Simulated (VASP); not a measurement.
# AgCl (Chlorargyrite) (Fm-3m) in VASP: a series of runs

The runs below take AgCl (Chlorargyrite) through single point, with PBEsol.

Program: VASP 6.6.1. These are calculated values, not measurements. Logs are shortened: lines on timing, memory, paths and dates and some standing lists are left out, and cuts for length are marked.

### 1 Starting point

It takes space group Fm-3m (No. 225, cubic). Conventional cell: a = 5.470 Å, b = 5.470 Å, c = 5.470 Å, α = 90.00°, β = 90.00°, γ = 90.00°. Around Ag (site symmetry m-3m) lie 6 Cl at 2.73 Å. Cl (site symmetry m-3m) is surrounded by 6 Ag at 2.73 Å.

### 2 Single point, PBEsol

Input file INCAR:

```
PREC = Accurate
ENCUT = 400
EDIFF = 1E-6
ISMEAR = 0
SIGMA = 0.05
LREAL = Auto
LASPH = T
NELM = 100
ALGO = Normal
ISIF = 2
LWAVE = F
LCHARG = F
GGA = PS
ADDGRID = F
```

Input file KPOINTS:

```
Automatic mesh
0
Gamma
  6 6 6
```

Input file POSCAR:

```
AgCl
1.0
    0.0000000000      2.7350000000      2.7350000000
    2.7350000000      0.0000000000      2.7350000000
    2.7350000000      2.7350000000      0.0000000000
Ag Cl
1 1
Direct
    0.0000000000      0.0000000000      0.0000000000
    0.5000000000      0.5000000000      0.5000000000
```

Potentials or basis: VASP PAW PBE potentials, release 64 (Ag, Cl).

On the command line:

```bash
cat potpaw_PBE.64/Ag/POTCAR potpaw_PBE.64/Cl/POTCAR > POTCAR
mpirun -np 1 vasp_std > vasp.out
```

OUTCAR:

```text
PREC = Accurate
   ENCUT = 400
   EDIFF = 1E-6
   ISMEAR = 0
   LREAL = Auto
   LASPH = T
   NELM = 100
   ISIF = 2
   GGA = PS

 Found     16 irreducible k-points:

 Following reciprocal coordinates:
            Coordinates               Weight
  0.000000  0.000000  0.000000      1.000000
  0.166667  0.000000  0.000000      8.000000
  0.333333  0.000000  0.000000      8.000000
  0.500000  0.000000  0.000000      4.000000
  0.166667  0.166667  0.000000      6.000000
  0.333333  0.166667  0.000000     24.000000
   k-points           NKPTS =     16   k-points in BZ     NKDIM =     16   number of bands    NBANDS=     13
   number of dos      NEDOS =    301   number of ions     NIONS =      2
   total plane-waves  NPLWV =  21952
   dimension x,y,z NGX =    28 NGY =   28 NGZ =   28
   dimension x,y,z NGXF=    56 NGYF=   56 NGZF=   56
   ions per type =               1   1
   NGX,Y,Z   is equivalent  to a cutoff of  12.03, 12.03, 12.03 a.u.
   NGXF,Y,Z  is equivalent  to a cutoff of  24.07, 24.07, 24.07 a.u.
 SYSTEM =  unknown system
   PREC   = accura    normal or accurate (medium, high low for compatibility)
   ISTART =      0    job   : 0-new  1-cont  2-samecut
   ICHARG =      2    charge: 1-file 2-atom 10-const
   ISPIN  =      1    spin polarized calculation?
   LNONCOLLINEAR =      F non collinear calculations
   LSORBIT =      F    spin-orbit coupling
   LASPH  =      T    aspherical Exc in radial PAW
   ENCUT  =  400.0 eV  29.40 Ry    5.42 a.u.   6.31  6.31  6.31*2*pi/ulx,y,z
   NELM   =    100;   NELMIN=  2; NELMDL= -5     # of ELM steps
   EDIFF  = 0.1E-05   stopping-criterion for ELM
   LREAL  =      T    real-space projection
   EDIFFG = 0.1E-04   stopping-criterion for IOM
   NSW    =      0    number of steps for IOM
   IBRION =     -1    ionic relax: 0-MD 1-quasi-New 2-CG
   NFREE  =      0    steps in history (QN), initial steepest desc. (CG)
   ISIF   =      2    stress and relaxation
   ISYM   =      2    0-nonsym 1-usesym 2-fastsym
   POTIM  = 0.5000    time-step for ionic-motion
   TEBEG  =    0.0;   TEEND  =   0.0 temperature during run
   PSTRESS=    0.0 pullay stress
   NELECT =      18.0000    total number of electrons
   NUPDOWN=      -1.0000    fix difference up-down
   EMIN   =  10.00;   EMAX   =-10.00  energy-range for DOS
   EFERMI =   0.00;   METHOD = LEGACY
   ISMEAR =     0;   SIGMA  =   0.05  broadening in eV -4-tet -1-fermi 0-gaus
   EFERMI_NEDOS =   21; number of points for ismear=-14 and -15
   IALGO  =     38    algorithm
   IMIX   =      4    mixing-type and parameters
     AMIX     =   0.40;   BMIX     =  1.00
     AMIX_MAG =   1.60;   BMIX_MAG =  1.00
  volume/ion in A,a.u.               =      20.46       138.06
  Fermi-wavevector in a.u.,A,eV,Ry     =   1.245083  2.352866 21.092186  1.550232
  Thomas-Fermi vector in A             =   2.379321
   LORBIT       =      0    0 simple, 1 ext, 2 COOP (PROOUT), +10 PAW based schemes
   GGA     = PS    functional components
   LHFCALC =     F    Hartree Fock is set to
   AEXX    =    0.0000 exact exchange contribution
   IVDW    =     0    specifies the selected vdW correction
   LEPSILON=     F    determine dielectric tensor
   LRPA    =     F    only Hartree local field effects (RPA)
 non-spin polarized calculation
 Gauss-broadening in eV      SIGMA  =   0.05
  energy-cutoff  :      400.00
  volume of cell :       40.92
 maximum number of plane-waves:       754
 NGX is ok and might be reduce to    28
   NGX = 13   NGY = 13   NGZ = 13

 number of electron      18.0000000 magnetization

 Free energy of the ion-electron system (eV)
  ---------------------------------------------------
  ext. energy  EPLUGINS =         0.00000000
  ---------------------------------------------------
  free energy    TOTEN  =        -6.06075504 eV

  energy without entropy =       -6.06075504  energy(sigma->0) =       -6.06075504

 E-fermi :   4.5034     XC(G=0): -10.4341

 val. band max:        4.2536195772   @ k =   0.5000   0.0000   0.0000
 cond. band min:       4.9747723121   @ k =   0.0000   0.0000   0.0000
 fundamental gap:      0.7211527349
 Fermi energy:         4.5034457699

 k-point     1 :       0.0000    0.0000    0.0000
  band No.  band energies     occupation
      1     -11.1775      2.00000
      2       1.5999      2.00000
      3       1.5999      2.00000
      4       1.5999      2.00000
      5       1.6421      2.00000
      6       1.6421      2.00000
      7       1.7473      2.00000
      8       1.7473      2.00000
      9       1.7473      2.00000
     10       4.9748      0.00000
     11      14.9833      0.00000
     12      14.9833      0.00000
     13      14.9833      0.00000

 k-point     2 :       0.1667    0.0000    0.0000
  band No.  band energies     occupation
      1     -11.0588      2.00000
      2       0.4623      2.00000
      3       0.6864      2.00000
      4       0.6864      2.00000
      5       1.7024      2.00000
      6       1.7024      2.00000
      7       1.9651      2.00000
      8       2.8391      2.00000
      9       2.8391      2.00000
     10       6.1776      0.00000
     11      12.9572      0.00000
     12      14.2679      0.00000
     13      14.2679      0.00000

 k-point     3 :       0.3333    0.0000    0.0000
  band No.  band energies     occupation
      1     -10.8037      2.00000
      2      -0.8831      2.00000
      3       0.0139      2.00000
      4       0.0139      2.00000
      5       1.9089      2.00000
      6       1.9089      2.00000
      7       2.2057      2.00000
      8       3.8303      2.00000
      9       3.8303      2.00000
     10       7.7915      0.00000
     11      11.1992      0.00000
     12      12.4669      0.00000
     13      12.4669      0.00000

 k-point     4 :       0.5000    0.0000    0.0000
  band No.  band energies     occupation
      1     -10.6657      2.00000
      2      -1.4229      2.00000
      3      -0.2216      2.00000
      4      -0.2216      2.00000
      5       2.0173      2.00000
      6       2.0173      2.00000
      7       2.3540      2.00000
      8       4.2536      2.00000
      9       4.2536      2.00000
     10       8.1698      0.00000
     11      10.9225      0.00000
     12      11.7014      0.00000
     13      11.7014      0.00000

 k-point     5 :       0.1667    0.1667    0.0000
  band No.  band energies     occupation
      1     -11.0270      2.00000
      2      -0.0538      2.00000
      3       1.0996      2.00000
      4       1.0996      2.00000
      5       1.5038      2.00000
      6       1.6948      2.00000
      7       2.2488      2.00000
      8       2.2488      2.00000
      9       2.6812      2.00000
     10       6.6784      0.00000
     11      13.0021      0.00000
     12      13.4515      0.00000
     13      14.3430      0.00000

 k-point     6 :       0.3333    0.1667    0.0000
  band No.  band energies     occupation
      1     -10.8340      2.00000
      2      -0.6745      2.00000
      3       0.3152      2.00000
      4       0.4658      2.00000
      5       1.6447      2.00000
      6       1.9383      2.00000
      7       2.2369      2.00000
      8       2.8614      2.00000
      9       3.4107      2.00000
     10       7.9664      0.00000
     11      11.0147      0.00000
     12      12.4168      0.00000
     13      13.6254      0.00000

 [... further k-points ...]
[... 5 lines left out ...]
  --------------------------------------------------------------------------------------
  -------------------------------------------------------------------------------------
  Total       -0.2328892     -0.2328892     -0.2328892     -0.0000000     -0.0000000     -0.0000000
  in kB       -9.1192263     -9.1192263     -9.1192263     -0.0000000     -0.0000000     -0.0000000
  external PRESSURE =      -9.1192263 kB  Pullay stress =       0.0000000 kB

 VOLUME and BASIS-vectors are now :
 -----------------------------------------------------------------------------
  energy-cutoff  :      400.00
  volume of cell :       40.92
      direct lattice vectors                 reciprocal lattice vectors
     0.000000000  2.735000000  2.735000000    -0.182815356  0.182815356  0.182815356
     2.735000000  0.000000000  2.735000000     0.182815356 -0.182815356  0.182815356
     2.735000000  2.735000000  0.000000000     0.182815356  0.182815356 -0.182815356

 POSITION                                       TOTAL-FORCE (eV/Angst)
 -----------------------------------------------------------------------------------
      0.00000      0.00000      0.00000        -0.000000     -0.000000     -0.000000
      2.73500      2.73500      2.73500         0.000000      0.000000      0.000000
 -----------------------------------------------------------------------------------
    total drift:                                0.000000      0.000000      0.000000

  FREE ENERGIE OF THE ION-ELECTRON SYSTEM (eV)
  ---------------------------------------------------
  free  energy   TOTEN  =        -6.0607550412 eV

  energy  without entropy=       -6.0607550412  energy(sigma->0) =       -6.06075504
```

It took 5.9 s on 1 thread of Intel Xeon 6975P-C (Granite Rapids), shared host; peak memory 0.15 GiB.

The run converged, but some of its settings lie outside the range that counts as converged, so its numbers aren't taken as properties of the crystal.

What came out:

| Item | Value |
| --- | --- |
| Free energy | -6.0608 eV |
| Pressure | -0.9 GPa |
| Band gap on the k mesh | 0.72 eV, indirect (least direct gap 3.23 eV) |

Caveat: the PAW data sets were made with another functional, which shifts forces and pressure a little.

### 3 Single point, PBEsol

INCAR, as its differences from that of step 2:

```diff
@@ -2,6 +2,6 @@
 ENCUT = 400
-EDIFF = 1E-6
+EDIFF = 0.01
 ISMEAR = 0
 SIGMA = 0.05
-LREAL = Auto
+LREAL = F
 LASPH = T
```

KPOINTS is that of step 2.

POSCAR is that of step 2.

Potentials or basis: VASP PAW PBE potentials, release 64 (Ag, Cl).

On the command line:

```bash
cat potpaw_PBE.64/Ag/POTCAR potpaw_PBE.64/Cl/POTCAR > POTCAR
mpirun -np 1 vasp_std > vasp.out
```

Run time: 2.4 s. Hardware: 1 thread of Intel Xeon 6975P-C (Granite Rapids), shared host; peak memory 0.15 GiB.

These settings aren't checked as converged: the numbers below hold their error.

What came out:

* Free energy: -6.0615 eV
* Pressure: -0.4 GPa
* Band gap on the k mesh: 0.71 eV, indirect (least direct gap 3.21 eV)

Caveat: the PAW data sets were made with another functional, which shifts forces and pressure a little.

### 4 Single point, PBEsol

INCAR, as its differences from that of step 3:

```diff
@@ -2,3 +2,3 @@
 ENCUT = 400
-EDIFF = 0.01
+EDIFF = 0.001
 ISMEAR = 0
```

KPOINTS is that of step 3.

POSCAR is that of step 3.

On the command line:

```bash
cat potpaw_PBE.64/Ag/POTCAR potpaw_PBE.64/Cl/POTCAR > POTCAR
mpirun -np 1 vasp_std > vasp.out
```

It took 2.9 s on 1 thread of Intel Xeon 6975P-C (Granite Rapids), shared host; peak memory 0.15 GiB.

The run converged, but some of its settings lie outside the range that counts as converged, so its numbers aren't taken as properties of the crystal.

Results:

```yaml
Free_energy: -6.0601 eV
Pressure: -0.9 GPa
Band_gap_on_the_k_mesh: 0.72 eV, indirect (least direct gap 3.23 eV)
```

Caveat: the PAW data sets were made with another functional, which shifts forces and pressure a little.

### 5 Single point, PBEsol

INCAR, as its differences from that of step 4:

```diff
@@ -2,3 +2,3 @@
 ENCUT = 400
-EDIFF = 0.001
+EDIFF = 1E-4
 ISMEAR = 0
```

KPOINTS is that of step 4.

POSCAR is that of step 4.

On the command line:

```bash
cat potpaw_PBE.64/Ag/POTCAR potpaw_PBE.64/Cl/POTCAR > POTCAR
mpirun -np 1 vasp_std > vasp.out
```

Wall time 3.1 s (1 thread of Intel Xeon 6975P-C (Granite Rapids), shared host); peak memory 0.15 GiB.

The run converged, but some of its settings lie outside the range that counts as converged, so its numbers aren't taken as properties of the crystal.

Results:

| Property | Result |
| --- | --- |
| Free energy | -6.0601 eV |
| Pressure | -0.9 GPa |
| Band gap on the k mesh | 0.72 eV, indirect (least direct gap 3.23 eV) |

Caveat: the PAW data sets were made with another functional, which shifts forces and pressure a little.
